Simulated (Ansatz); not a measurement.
# TaN: stress in a strained cell

TaN is deformed so: equal xx and yy strain of +1 %. What stress and forces result, by LAPW, PAW and all-electron datasets made for the crystal?

Method: DFT PBE, scalar-relativistic, in Ansatz 0.2.0.

**1. Starting point**

It takes space group P-6m2 (No. 187, hexagonal). Conventional cell: a = 2.938 Å, b = 2.938 Å, c = 2.883 Å, α = 90.00°, β = 90.00°, γ = 120.00°. Around Ta (site symmetry -6m2) lie 6 N at 2.23 Å. N (site symmetry -6m2) is surrounded by 6 Ta at 2.23 Å.

As a file:

```
Ta N
1.0
     2.93800    0.00000    0.00000
    -1.46900    2.54438    0.00000
     0.00000    0.00000    2.88300
Ta N
1 1
Direct
  0.33333 0.66667 0.50000
  0.00000 0.00000 0.00000
```

Atoms are numbered in the order of the input: Ta1, N2.

**2. After the deformation**

Space group P-6m2 before, P-6m2 after.

**3. LAPW, all electrons**

input.yaml reads:

```yaml
crystal:
  lattice:
    - [2.967378847, 0.0, 0.0]
    - [-1.4836894235, 2.5698254642, 0.0]
    - [0.0, 0.0, 2.883]
  atoms:
    - { symbol: Ta, position: [0.3333333333, 0.6666666667, 0.5] }
    - { symbol: "N", position: [0.0, 0.0, 0.0] }
kpoints:
  mp_grid: { grid: [12, 12, 10] }
  band_path:
    path:
      - [0.0, 0.0, 0.0]
      - [0.5, 0.0, 0.0]
      - [0.3333333333, 0.3333333333, 0.0]
      - [0.0, 0.0, 0.0]
      - [0.0, 0.0, 0.5]
      - [0.5, 0.0, 0.5]
      - [0.3333333333, 0.3333333333, 0.5]
      - [0.0, 0.0, 0.5]
      - [0.5, 0.0, 0.5]
    npoints: 5
scf:
  occupations: { method: fermi_dirac, width: 0.02 }
hamiltonian:
  xc: pbe
  pseudopotentials: { kind: all_electron, lapw: { basis_error: 0.0005 } }
output:
  forces: true
  stress: true
  eigenvalues: true
```

The run is started by

```bash
$ ansatz run input.yaml --threads 1 --pin off --max-ram 3072MiB --backend cpu --events-out ev --progress --plain --runs-dir out
```

The log of the run, shortened:

```text
LAPW: plane waves up to 9.898 Å⁻¹, error target 5.0e-4 eV per atom; small_component_spin mean_spin; N in spheres of 0.953 Å, 7 of its electrons in bands, Dirac shells []; Ta in spheres of 1.286 Å, 43 of its electrons in bands, Dirac shells []
[...]
Pseudopotentials: kind: all_electron
Pseudopotential: Ta, LAPW, valence charge 43, Koelling and Harmon's equation, gaussian nucleus
Pseudopotential: N, LAPW, valence charge 7, Koelling and Harmon's equation, gaussian nucleus
Functional definition: PBE
[...]
Crystal: 2 atoms, lattice volume = 21.985 Å³
Basis set: ecut = 373.2310613969195 eV, 381 PW (Γ), exchange–correlation at level 2
Bands: 30, of which v1, the nominal top of the filled ones, is band 25 counted from 1 (24 counted from 0)
Symmetry: 12 space group operations
Space group: P-6m2 (ITA 187), of the structure as read, at distance tolerance 2.8e-5 Å
k-points: 114 of 1440 (time reversal used)
[...]
SCF iter   1: F=—  HF=-426062.869649 eV  |F-HF|=—  |Δ(HF+E_count)|=         —  Δρ=1.15e-1  dr2=3.37e0  ethr=6.74e-3  ⟨swp⟩=2.0  Hψ=21559  notcnv=0
[...]
the basis was enlarged: its passes take 2.6 MiB over the memory plan, 1 of 1 planned eigensolver slots
[...]
SCF iter   8: F=-426061.498834 eV  HF=-426061.498834 eV  |F-HF|=2.65e-8  |Δ(HF+E_count)|=   1.30e-7  Δρ=1.05e-5  dr2=2.54e-8  ethr=1.61e-9  ⟨swp⟩=2.7  Hψ=10427  notcnv=0
[...]
NSCF: frozen V_eff on 41 k-points
SCF converged after 8 iterations
Free energy (F): -426061.498834 eV
[...]
E sigma→0 (E₀):  -426061.498799 eV
Entropy (-TS):   -0.000071 eV (-0.036 meV/atom)
Fermi energy:    25.002134 eV
[...]
--- Forces (eV/Å), atoms counted from 1 ---
  atom   1  Ta    -0.00000000     0.00000000     0.00000000
  atom   2  N      0.00000000     0.00000000     0.00000000
[...]
--- Stress (GPa, compression-positive) ---
       -3.824360       0.000000       0.000000
        0.000000      -3.824360       0.000000
        0.000000       0.000000       2.640952
  P = ⅓ Tr σ = -1.6693 GPa (-16.693 kbar)
--- Band table (eV; the first three rows and the last of 114) ---
[...]
```

Run time: 26 s. Hardware: 1 thread of Intel Xeon 6975P-C (Granite Rapids), shared host; peak memory 0.52 GiB.

Read from it: pressure -1.67 GPa; no gap.

**4. Frozen-core PAW**

input.yaml reads:

```yaml
crystal:
  lattice:
    - [2.967378847, 0.0, 0.0]
    - [-1.4836894235, 2.5698254642, 0.0]
    - [0.0, 0.0, 2.883]
  atoms:
    - { symbol: Ta, position: [0.3333333333, 0.6666666667, 0.5] }
    - { symbol: "N", position: [0.0, 0.0, 0.0] }
kpoints:
  mp_grid: { grid: [12, 12, 10] }
scf:
  occupations: { method: fermi_dirac, width: 0.02 }
hamiltonian:
  xc: pbe
  pseudopotentials: { kind: paw }
output:
  forces: true
  stress: true
  eigenvalues: true
  efg: { contact_densities: true }
```

The run is started by

```bash
$ ansatz run input.yaml --threads 1 --pin off --max-ram 3072MiB --backend cpu --events-out ev --progress --plain --runs-dir out
```

The log of the run, shortened:

```text
Ta: output.efg is read without spin–orbit coupling, which moves field gradients at and beside such atoms by some per cent and up to a factor of two; PAW files take it under magnetization.noncollinear and magnetization.spin_orbit
[...]
Pseudopotentials: kind: paw
Pseudopotential: Ta, paw, valence charge 13, recommended cutoff 420 eV (normal)
Pseudopotential: N, paw, valence charge 5, recommended cutoff 420 eV (normal)
[... 1 set-up line as earlier in the session ...]
[...]
Crystal: 2 atoms, lattice volume = 21.985 Å³
Basis set: ecut = 420 eV, 405 PW (Γ), exchange–correlation on 40×40×40 points (8 copies of the dense FFT grid, shifted against one another)
Bands: 13, of which v1, the nominal top of the filled ones, is band 9 counted from 1 (8 counted from 0)
[... 2 set-up lines as earlier in the session ...]
[...]
--- Forces (eV/Å), atoms counted from 1 ---
  atom   1  Ta     0.00000000     0.00000000     0.00000000
  atom   2  N      0.00000000    -0.00000000     0.00000000
[...]
--- Stress (GPa, compression-positive) ---
       -4.029414       0.000000       0.000000
       -0.000000      -4.029414       0.000000
        0.000000       0.000000       2.422437
  P = ⅓ Tr σ = -1.8788 GPa (-18.788 kbar)
--- PAW observables at the nuclei: V_zz in 10²¹ V/m², potentials from the cell's mean, atoms counted from 1 ---
  atom   1  Ta V_zz =    +4.810663   η = 0.0000   by run symmetry: allowed
            electrostatic potential = -14500.465366 V   contact ρ = 8154441.888371 e/Å³
  atom   2  N  V_zz =    -0.048853   η = 0.0000   by run symmetry: allowed
            electrostatic potential = -528.868023 V   contact ρ = 1414.135193 e/Å³
--- Band table (eV; the first three rows and the last of 114) ---
  k-point 0: bands = ["-48.6898", "-15.0161", "-14.8011", "-14.8011", "2.1806", "15.2443", "15.2443", "15.7182", "16.9524", "21.7758", "23.3467", "23.3467", "23.7309"]
[...]
```

Run time: 2.5 s. Hardware: 1 thread of Intel Xeon 6975P-C (Granite Rapids), shared host; peak memory 0.41 GiB.

Read from it: pressure -1.88 GPa; no gap; Vzz Ta1 4.81 (η = 0.00), N2 -0.05 (η = 0.00) (10²¹ V/m²).

**5. All-electron PAW on datasets made for the crystal**

Changes to input.yaml since step 4:

```diff
@@ -14,3 +14,3 @@
   xc: pbe
-  pseudopotentials: { kind: paw }
+  pseudopotentials: { kind: all_electron, datasets: crystal }
 output:
```

The run is started by

```bash
$ ansatz run input.yaml --threads 1 --pin off --max-ram 3072MiB --backend cpu --events-out ev --progress --plain --runs-dir out
```

The log of the run, shortened:

```text
[...]
band count auto-derived: 22 (N_el = 32.0; filled up to band 16; 20 by the electrons, moments and atoms)
Ta: output.efg is read without spin–orbit coupling, which moves field gradients at and beside such atoms by some per cent and up to a factor of two; PAW files take it under magnetization.noncollinear and magnetization.spin_orbit
[...]
[... 1 set-up line as earlier in the session ...]
Pseudopotential: Ta, paw, valence charge 27, recommended cutoff 460 eV (normal), Koelling and Harmon's equation, gaussian nucleus
Pseudopotential: N, paw, valence charge 5, recommended cutoff 460 eV (normal), Koelling and Harmon's equation, gaussian nucleus
[... 1 set-up line as earlier in the session ...]
[...]
Crystal: 2 atoms, lattice volume = 21.985 Å³
Basis set: ecut = 460 eV, 515 PW (Γ), exchange–correlation on 48×48×48 points (8 copies of the dense FFT grid, shifted against one another)
[...]
  atom   1  Ta     0.00000000    -0.00000000     0.00000000
  atom   2  N      0.00000000     0.00000000     0.00000000
[...]
--- Stress (GPa, compression-positive) ---
       -3.824218       0.000000       0.000000
       -0.000000      -3.824218       0.000000
        0.000000       0.000000       2.640886
  P = ⅓ Tr σ = -1.6692 GPa (-16.692 kbar)
--- PAW observables at the nuclei: V_zz in 10²¹ V/m², potentials from the cell's mean, atoms counted from 1 ---
  atom   1  Ta V_zz =    +5.389656   η = 0.0000   by run symmetry: allowed
            electrostatic potential = -14500.291117 V   contact ρ = 8150581.300989 e/Å³
  atom   2  N  V_zz =    -0.056445   η = 0.0000   by run symmetry: allowed
            electrostatic potential = -528.923846 V   contact ρ = 1414.397511 e/Å³
--- Band table (eV; the first three rows and the last of 114) ---
  k-point 0: bands = ["-43.5951", "-9.9186", "-9.7099", "-9.7099", "4.6475", "4.6592", "4.6592", "4.6635", "4.6635", "4.6806", "4.7447", "7.3100", "20.3528", "20.3528", "20.8261", "22.0649", "26.8841", "28.4487", "28.4487", "28.8376"]
[...]
```

Run time: 15 s. Hardware: 1 thread of Intel Xeon 6975P-C (Granite Rapids), shared host; peak memory 0.74 GiB.

In short: pressure -1.67 GPa; no gap; Vzz Ta1 5.39 (η = 0.00), N2 -0.06 (η = 0.00) (10²¹ V/m²).

**6. Side by side**

Stress (GPa, compression positive):

| method | xx | yy | zz | yz | xz | xy |
| --- | --- | --- | --- | --- | --- | --- |
| LAPW | -3.82 | -3.82 | 2.64 | 0.00 | 0.00 | 0.00 |
| PAW | -4.03 | -4.03 | 2.42 | 0.00 | 0.00 | 0.00 |
| crystal datasets | -3.82 | -3.82 | 2.64 | 0.00 | 0.00 | 0.00 |

| method | pressure (GPa) | Vzz Ta1 (10²¹ V/m²) | Vzz N2 (10²¹ V/m²) | SCF cycles, all passes |
| --- | --- | --- | --- | --- |
| LAPW | -1.67 | – | – | 8 |
| PAW | -1.88 | 4.81 | -0.05 | 6 |
| crystal datasets | -1.67 | 5.39 | -0.06 | 9 |

**7. Summary of results**

| quantity | value |
| --- | --- |
| pressure | LAPW -1.67, PAW -1.88, crystal datasets -1.67 GPa |
| largest shear or deviatoric stress (LAPW) | 4.31 GPa |

What this shows: The largest part of the stress beyond the pressure is 4.31 GPa in size, in the zz component; the atoms are carried along and not relaxed. No run of the undeformed cell stands beside it, so the pressure holds what the given cell had before the change. PAW: stress within 0.22 GPa of LAPW. Crystal datasets: stress within 0.01 GPa of LAPW. Spin-orbit coupling is left out, though the cell holds Ta; in elements this heavy it can shift bands and gaps by tenths of an eV.
